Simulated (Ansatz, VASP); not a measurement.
**AlAu: VASP beside Ansatz**

Contents of POSCAR:

```
AlAu
1.0
    3.1950261643      0.0000000000      0.0000000000
    0.0000000000      3.1950261643      0.0000000000
    0.0000000000      0.0000000000      3.1950261643
Al Au
1 1
Direct
    0.0000000000      0.0000000000      0.0000000000
    0.5000000000      0.5000000000      0.5000000000
```

File INCAR.step1:

```
SYSTEM = AlAu
ALGO     = Normal         ! electronic algorithm
EDIFF    = 1E-4           ! SCF threshold, eV
ENCUT    = 520            ! plane-wave cutoff, eV
GGA      = PE             ! functional
ISMEAR   = 0              ! smearing method
LASPH    = .True.         ! aspherical terms in the spheres
LCHARG   = .False.        ! write CHGCAR
LREAL    = .False.        ! projectors in reciprocal space
LWAVE    = .True.         ! write WAVECAR
NBANDS   = 14             ! bands
NELM     = 60             ! most SCF steps
PREC     = Accurate       ! precision mode
SIGMA    = 0.05           ! smearing width, eV
```

The input INCAR.step2:

```
SYSTEM = AlAu
ALGO     = Normal         ! electronic algorithm
EDIFF    = 1E-6           ! SCF threshold, eV
ENCUT    = 520            ! plane-wave cutoff, eV
ISIF     = 2              ! what is computed and relaxed
ISMEAR   = 0              ! smearing method
ISTART   = 1            
LASPH    = .True.         ! aspherical terms in the spheres
LCHARG   = .False.        ! write CHGCAR
LMIXTAU  = .True.       
LREAL    = .False.        ! projectors in reciprocal space
LWAVE    = .False.        ! write WAVECAR
METAGGA  = R2SCAN         ! meta-GGA
NBANDS   = 14             ! bands
NELM     = 60             ! most SCF steps
PREC     = Accurate       ! precision mode
SIGMA    = 0.05           ! smearing width, eV
```

The input KPOINTS:

```
k-points
0
Gamma
  9 9 9
  0 0 0
```

Input for Ansatz:

```yaml
crystal:
  lattice:
    - [3.195026164332684, 0.0, 0.0]
    - [0.0, 3.195026164332684, 0.0]
    - [0.0, 0.0, 3.195026164332684]
  atoms:
    - { symbol: Al, position: [0.0, 0.0, 0.0] }
    - { symbol: Au, position: [0.5, 0.5, 0.5] }
accuracy: medium
basis:
  ecutwfc: 600.0
kpoints:
  mp_grid:
    grid: [9, 9, 9]
hamiltonian:
  xc: r2scan
scf:
  n_extra_bands: 6
  occupations:
    method: gaussian
    width: 0.05
output:
  stress: true
```

The cell comes from a database or a generator and needn't be the stable form of this composition.

Alike in both runs: task single point; functional r2SCAN; k mesh 9 × 9 × 9; occupations gaussian, width 0.05 eV; no spin polarisation.

|  | VASP | Ansatz |
| --- | --- | --- |
| version | VASP 6.6.1 | Ansatz 0.2.0 |
| potentials or method | VASP PAW PBE potentials, release 64 (Al, Au) | plane waves, PAW |
| plane-wave cutoff (eV) | 520 | 600 |
| valence electrons in the cell | 14 | 22 |

|  | VASP | Ansatz | Ansatz less VASP |
| --- | --- | --- | --- |
| pressure (GPa) | -2.2 | -1.9 | +0.30 |

The functional is the same, so the differences come from potentials, cutoffs and numerics. The two sets of potentials don't hold the same shells in valence.

Caveats: the PAW data sets were made with another functional, which shifts forces and pressure a little (VASP). The runs have no spin-orbit coupling, so splittings on Au are missing.
